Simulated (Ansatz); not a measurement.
# Magnesium, diamond under BLYP: from relaxation to bulk modulus, part 2 of 2

What does BLYP give for magnesium in the diamond structure? We relax it, solve it on a dense k-mesh, then scale the cell to 7 volumes from 88 to 112 % of the relaxed one and try a fit of the equation of state. Spin polarisation is left out. The k-meshes are 9×9×9 for the relaxation; 13×13×13 for the dense run; 9×9×9 for the volumes.

Ansatz 0.2.0; DFT, BLYP, plane waves (420 eV) with PAW, scalar-relativistic. The steps go on from the part before.

**5. The cell scaled to 92 % of its volume**

This is Mg in the diamond structure; at room conditions it is hcp.

Contents of input.yaml:

```yaml
crystal:
  lattice:
    - [0.0, 3.4698052703, 3.4698052703]
    - [3.4698052703, 0.0, 3.4698052703]
    - [3.4698052703, 3.4698052703, 0.0]
  atoms:
    - { symbol: Mg, position: [0.125, 0.125, 0.125] }
    - { symbol: Mg, position: [0.875, 0.875, 0.875] }
hamiltonian:
  xc: blyp
  pseudopotentials:
    kind: paw
    azcp:
      Mg: "pseudopotentials/Mg.paw.azcp"
basis:
  ecutwfc: 420
  fft_grid_basis: typed
kpoints:
  mp_grid: { grid: [9, 9, 9], shift: [0, 0, 0] }
magnetization:
  spin_polarized: false
scf:
  occupations: { method: fermi_dirac, width: 0.1 }
  lower_state_search: "off"
output:
  stress: true
```

Standard output (excerpt; [...] marks lines left out):

```text
Warning: RAYON_NUM_THREADS=2 ignored (pool sized by the plan → 2); use --threads N
[...]
Pseudopotentials: kind: paw
Pseudopotential: Mg, paw, valence charge 10, recommended cutoff 420 eV (normal), <dir>
Functional definition: BLYP
[...]
Crystal: 2 atoms, lattice volume = 83.550 Å³
Basis set: ecut = 420 eV, 1639 PW (Γ), exchange–correlation on 72×72×72 points (8 copies of the dense FFT grid, shifted against one another)
Bands: 14, of which v1, the nominal top of the filled ones, is band 10 counted from 1 (9 counted from 0)
Symmetry: 48 space group operations
Space group: Fd-3m (ITA 227), of the structure as read, at distance tolerance 4.4e-5 Å
k-points: 35 of 729
[...]
SCF iter   1: F=—  HF=-3852.636183 eV  |F-HF|=—  |Δ(HF+E_count)|=         —  Δρ=3.01e-3  dr2=2.18e-2  ethr=1.77e-3  ⟨swp⟩=5.7  Hψ=2713  notcnv=0
[...]
SCF iter   7: F=-3852.631683 eV  HF=-3852.631682 eV  |F-HF|=1.97e-7  |Δ(HF+E_count)|=   4.41e-6  Δρ=5.23e-6  dr2=1.98e-8  ethr=5.00e-10  ⟨swp⟩=3.0  Hψ=1764  notcnv=0
[...]
SCF converged after 7 iterations
Free energy (F): -3852.631683 eV
[...]
E sigma→0 (E₀):  -3852.608932 eV
Entropy (-TS):   -0.045501 eV (-22.750 meV/atom)
Fermi energy:    2.162398 eV
[...]
--- Stress (GPa, compression-positive) ---
        0.691214      -0.000000      -0.000000
        0.000000       0.691214       0.000000
       -0.000000      -0.000000       0.691214
  P = ⅓ Tr σ = 0.6912 GPa (6.912 kbar)
```

It took 1.1 s on 2 threads of an Arm CPU, shared host; peak memory 0.32 GiB.

**6. The cell scaled to 96 % of its volume**

Edit input.yaml of step 5 so:

```diff
@@ -2,5 +2,5 @@
   lattice:
-    - [0.0, 3.4698052703, 3.4698052703]
-    - [3.4698052703, 0.0, 3.4698052703]
-    - [3.4698052703, 3.4698052703, 0.0]
+    - [0.0, 3.5193806149, 3.5193806149]
+    - [3.5193806149, 0.0, 3.5193806149]
+    - [3.5193806149, 3.5193806149, 0.0]
   atoms:
```

Standard output (excerpt; [...] marks lines left out):

```text
Warning: RAYON_NUM_THREADS=2 ignored (pool sized by the plan → 2); use --threads N
[...]
[... 3 set-up lines as earlier in the session ...]
[...]
Crystal: 2 atoms, lattice volume = 87.182 Å³
Basis set: ecut = 420 eV, 1687 PW (Γ), exchange–correlation on 72×72×72 points (8 copies of the dense FFT grid, shifted against one another)
Bands: 14, of which v1, the nominal top of the filled ones, is band 10 counted from 1 (9 counted from 0)
[... 2 set-up lines as earlier in the session ...]
k-points: 35 of 729
[...]
SCF iter   1: F=—  HF=-3852.647170 eV  |F-HF|=—  |Δ(HF+E_count)|=         —  Δρ=2.95e-3  dr2=2.20e-2  ethr=1.77e-3  ⟨swp⟩=5.6  Hψ=2723  notcnv=0
[...]
SCF iter   6: F=-3852.642801 eV  HF=-3852.642801 eV  |F-HF|=3.80e-8  |Δ(HF+E_count)|=   3.18e-7  Δρ=7.46e-6  dr2=2.50e-8  ethr=5.00e-10  ⟨swp⟩=4.1  Hψ=1411  notcnv=0
[...]
SCF converged after 6 iterations
Free energy (F): -3852.642801 eV
[...]
E sigma→0 (E₀):  -3852.618781 eV
Entropy (-TS):   -0.048039 eV (-24.020 meV/atom)
Fermi energy:    1.981497 eV
[...]
--- Stress (GPa, compression-positive) ---
        0.305142      -0.000000       0.000000
       -0.000000       0.305142      -0.000000
        0.000000      -0.000000       0.305142
  P = ⅓ Tr σ = 0.3051 GPa (3.051 kbar)
```

It took 1.1 s on 2 threads of an Arm CPU, shared host; peak memory 0.32 GiB.

**7. The cell scaled to 100 % of its volume**

Edit input.yaml of step 6 so:

```diff
@@ -2,5 +2,5 @@
   lattice:
-    - [0.0, 3.5193806149, 3.5193806149]
-    - [3.5193806149, 0.0, 3.5193806149]
-    - [3.5193806149, 3.5193806149, 0.0]
+    - [0.0, 3.5675972999, 3.5675972999]
+    - [3.5675972999, 0.0, 3.5675972999]
+    - [3.5675972999, 3.5675972999, 0.0]
   atoms:
@@ -26 +26,5 @@
   stress: true
+  write_density: true
+  write_potential: true
+  elf: true
+  volumetric_format: npy
```

Standard output (excerpt; [...] marks lines left out):

```text
Warning: RAYON_NUM_THREADS=2 ignored (pool sized by the plan → 2); use --threads N
[...]
[... 3 set-up lines as earlier in the session ...]
[...]
Crystal: 2 atoms, lattice volume = 90.815 Å³
Basis set: ecut = 420 eV, 1807 PW (Γ), exchange–correlation on 72×72×72 points (8 copies of the dense FFT grid, shifted against one another)
Bands: 14, of which v1, the nominal top of the filled ones, is band 10 counted from 1 (9 counted from 0)
[... 2 set-up lines as earlier in the session ...]
k-points: 35 of 729
[...]
SCF iter   1: F=—  HF=-3852.650722 eV  |F-HF|=—  |Δ(HF+E_count)|=         —  Δρ=2.91e-3  dr2=2.28e-2  ethr=1.77e-3  ⟨swp⟩=5.6  Hψ=2748  notcnv=0
[...]
SCF iter   6: F=-3852.646146 eV  HF=-3852.646146 eV  |F-HF|=3.49e-8  |Δ(HF+E_count)|=   1.27e-6  Δρ=3.09e-6  dr2=6.57e-9  ethr=5.00e-10  ⟨swp⟩=9.8  Hψ=3195  notcnv=0
[...]
SCF converged after 6 iterations
Free energy (F): -3852.646146 eV
[...]
E sigma→0 (E₀):  -3852.621160 eV
Entropy (-TS):   -0.049971 eV (-24.986 meV/atom)
Fermi energy:    1.815403 eV
[...]
--- Stress (GPa, compression-positive) ---
        0.001999      -0.000000       0.000000
       -0.000000       0.001999       0.000000
        0.000000      -0.000000       0.001999
  P = ⅓ Tr σ = 0.0020 GPa (0.020 kbar)
--- Band table (eV; the first three rows and the last of 35) ---
  k-point 0: bands = ["-74.7405", "-74.7374", "-41.7022", "-41.7022", "-41.7022", "-41.6894", "-41.6894", "-41.6894", "-2.9001", "4.5620", "4.5620", "4.5620", "5.7379", "5.7379"]
[...]
```

Wall time 1.6 s (2 threads of an Arm CPU, shared host); peak memory 0.33 GiB.

**8. The cell scaled to 104 % of its volume**

Edit input.yaml of step 7 so:

```diff
@@ -2,5 +2,5 @@
   lattice:
-    - [0.0, 3.5675972999, 3.5675972999]
-    - [3.5675972999, 0.0, 3.5675972999]
-    - [3.5675972999, 3.5675972999, 0.0]
+    - [0.0, 3.6145447534, 3.6145447534]
+    - [3.6145447534, 0.0, 3.6145447534]
+    - [3.6145447534, 3.6145447534, 0.0]
   atoms:
@@ -26,5 +26 @@
   stress: true
-  write_density: true
-  write_potential: true
-  elf: true
-  volumetric_format: npy
```

Standard output (excerpt; [...] marks lines left out):

```text
Warning: RAYON_NUM_THREADS=2 ignored (pool sized by the plan → 2); use --threads N
[...]
[... 3 set-up lines as earlier in the session ...]
[...]
Crystal: 2 atoms, lattice volume = 94.448 Å³
Basis set: ecut = 420 eV, 1837 PW (Γ), exchange–correlation on 72×72×72 points (8 copies of the dense FFT grid, shifted against one another)
Bands: 14, of which v1, the nominal top of the filled ones, is band 10 counted from 1 (9 counted from 0)
[... 1 set-up line as earlier in the session ...]
Space group: Fd-3m (ITA 227), of the structure as read, at distance tolerance 4.6e-5 Å
k-points: 35 of 729
[...]
SCF iter   1: F=—  HF=-3852.647912 eV  |F-HF|=—  |Δ(HF+E_count)|=         —  Δρ=2.81e-3  dr2=2.21e-2  ethr=1.77e-3  ⟨swp⟩=5.6  Hψ=2757  notcnv=0
[...]
SCF iter   6: F=-3852.643378 eV  HF=-3852.643378 eV  |F-HF|=4.38e-8  |Δ(HF+E_count)|=   1.21e-6  Δρ=3.62e-6  dr2=9.33e-9  ethr=5.00e-10  ⟨swp⟩=4.5  Hψ=1453  notcnv=0
[...]
SCF converged after 6 iterations
Free energy (F): -3852.643378 eV
[...]
E sigma→0 (E₀):  -3852.617770 eV
Entropy (-TS):   -0.051217 eV (-25.608 meV/atom)
Fermi energy:    1.662711 eV
[...]
--- Stress (GPa, compression-positive) ---
       -0.236702       0.000000      -0.000000
       -0.000000      -0.236702       0.000000
        0.000000      -0.000000      -0.236702
  P = ⅓ Tr σ = -0.2367 GPa (-2.367 kbar)
```

It took 1.1 s on 2 threads of an Arm CPU, shared host; peak memory 0.33 GiB.

**9. The cell scaled to 108 % of its volume**

Edit input.yaml of step 8 so:

```diff
@@ -2,5 +2,5 @@
   lattice:
-    - [0.0, 3.6145447534, 3.6145447534]
-    - [3.6145447534, 0.0, 3.6145447534]
-    - [3.6145447534, 3.6145447534, 0.0]
+    - [0.0, 3.6603033421, 3.6603033421]
+    - [3.6603033421, 0.0, 3.6603033421]
+    - [3.6603033421, 3.6603033421, 0.0]
   atoms:
```

Standard output (excerpt; [...] marks lines left out):

```text
Warning: RAYON_NUM_THREADS=2 ignored (pool sized by the plan → 2); use --threads N
[...]
[... 3 set-up lines as earlier in the session ...]
[...]
Crystal: 2 atoms, lattice volume = 98.080 Å³
Basis set: ecut = 420 eV, 1917 PW (Γ), exchange–correlation on 72×72×72 points (8 copies of the dense FFT grid, shifted against one another)
Bands: 14, of which v1, the nominal top of the filled ones, is band 10 counted from 1 (9 counted from 0)
[... 2 set-up lines as earlier in the session ...]
k-points: 35 of 729
[...]
SCF iter   1: F=—  HF=-3852.639964 eV  |F-HF|=—  |Δ(HF+E_count)|=         —  Δρ=2.63e-3  dr2=1.96e-2  ethr=1.77e-3  ⟨swp⟩=5.5  Hψ=2744  notcnv=0
[...]
SCF iter   6: F=-3852.635796 eV  HF=-3852.635796 eV  |F-HF|=5.11e-8  |Δ(HF+E_count)|=   8.99e-7  Δρ=4.43e-6  dr2=1.41e-8  ethr=5.00e-10  ⟨swp⟩=4.4  Hψ=1445  notcnv=0
[...]
SCF converged after 6 iterations
Free energy (F): -3852.635796 eV
[...]
E sigma→0 (E₀):  -3852.609833 eV
Entropy (-TS):   -0.051925 eV (-25.963 meV/atom)
Fermi energy:    1.522081 eV
[...]
--- Stress (GPa, compression-positive) ---
       -0.424442       0.000000       0.000000
       -0.000000      -0.424442       0.000000
        0.000000       0.000000      -0.424442
  P = ⅓ Tr σ = -0.4244 GPa (-4.244 kbar)
```

Wall time 1.3 s (2 threads of an Arm CPU, shared host); peak memory 0.33 GiB.

**10. The cell scaled to 112 % of its volume**

Edit input.yaml of step 9 so:

```diff
@@ -2,5 +2,5 @@
   lattice:
-    - [0.0, 3.6603033421, 3.6603033421]
-    - [3.6603033421, 0.0, 3.6603033421]
-    - [3.6603033421, 3.6603033421, 0.0]
+    - [0.0, 3.7049455875, 3.7049455875]
+    - [3.7049455875, 0.0, 3.7049455875]
+    - [3.7049455875, 3.7049455875, 0.0]
   atoms:
```

Standard output (excerpt; [...] marks lines left out):

```text
Warning: RAYON_NUM_THREADS=2 ignored (pool sized by the plan → 2); use --threads N
[...]
[... 3 set-up lines as earlier in the session ...]
[...]
Crystal: 2 atoms, lattice volume = 101.713 Å³
Basis set: ecut = 420 eV, 1989 PW (Γ), exchange–correlation on 72×72×72 points (8 copies of the dense FFT grid, shifted against one another)
Bands: 14, of which v1, the nominal top of the filled ones, is band 10 counted from 1 (9 counted from 0)
[... 1 set-up line as earlier in the session ...]
Space group: Fd-3m (ITA 227), of the structure as read, at distance tolerance 4.7e-5 Å
k-points: 35 of 729
[...]
SCF iter   1: F=—  HF=-3852.627937 eV  |F-HF|=—  |Δ(HF+E_count)|=         —  Δρ=2.41e-3  dr2=1.61e-2  ethr=1.77e-3  ⟨swp⟩=5.5  Hψ=2714  notcnv=0
[...]
SCF iter   6: F=-3852.624445 eV  HF=-3852.624445 eV  |F-HF|=4.01e-8  |Δ(HF+E_count)|=   1.31e-7  Δρ=2.72e-6  dr2=4.85e-9  ethr=5.00e-10  ⟨swp⟩=4.2  Hψ=1427  notcnv=0
[...]
SCF converged after 6 iterations
Free energy (F): -3852.624445 eV
[...]
E sigma→0 (E₀):  -3852.598317 eV
Entropy (-TS):   -0.052256 eV (-26.128 meV/atom)
Fermi energy:    1.392113 eV
[...]
--- Stress (GPa, compression-positive) ---
       -0.570442       0.000000       0.000000
       -0.000000      -0.570442       0.000000
        0.000000       0.000000      -0.570442
  P = ⅓ Tr σ = -0.5704 GPa (-5.704 kbar)
```

It took 1.4 s on 2 threads of an Arm CPU, shared host; peak memory 0.33 GiB.

**11. The equation of state**

All volumes keep the relaxed shape and fractional coordinates.

| V (Å³/atom) | E − E₀ (meV/atom) | P from the stress (GPa) | P from the fit (GPa) |
| --- | --- | --- | --- |
| 39.959 | 16.0 | 1.18 | 1.12 |
| 41.775 | 6.2 | 0.69 | 0.63 |
| 43.591 | 1.2 | 0.31 | 0.26 |
| 45.407 | 0.0 | 0.00 | -0.03 |
| 47.224 | 1.7 | -0.24 | -0.26 |
| 49.040 | 5.7 | -0.42 | -0.43 |
| 50.856 | 11.5 | -0.57 | -0.57 |

A third-order Birch-Murnaghan fit gives V₀ = 45.172 Å³/atom, B₀ = 6.6 GPa and B₀′ = 5.3; it misses no point by more than 0.02 meV/atom.

**12. Outcome**

The summary covers parts 1 to 2.

```
                      quantity                               value
space group (spins left aside)                     Fd-3m (No. 227)
             conventional cell                         a = 7.135 Å
                        volume                      45.407 Å³/atom
             shortest distance                             3.090 Å
               gap on the mesh        none (levels filled in part)
               relative to hcp                       +454 meV/atom
 highest ELF outside the cores  0.86, 1.54 Å from the nearest atom
                   V₀, B₀, B₀′        45.172 Å³/atom, 6.6 GPa, 5.3
```

What this shows: The relaxation enlarged the cell by 44.7 % in volume. Against the reference form of magnesium (hcp, computed apart with the same settings) it stands 454 meV/atom higher. No gap shows: it is a metal or semimetal at this level. B₀ comes out at 6.6 GPa, a soft solid. Relaxation kept the symmetry; phonons were not checked.
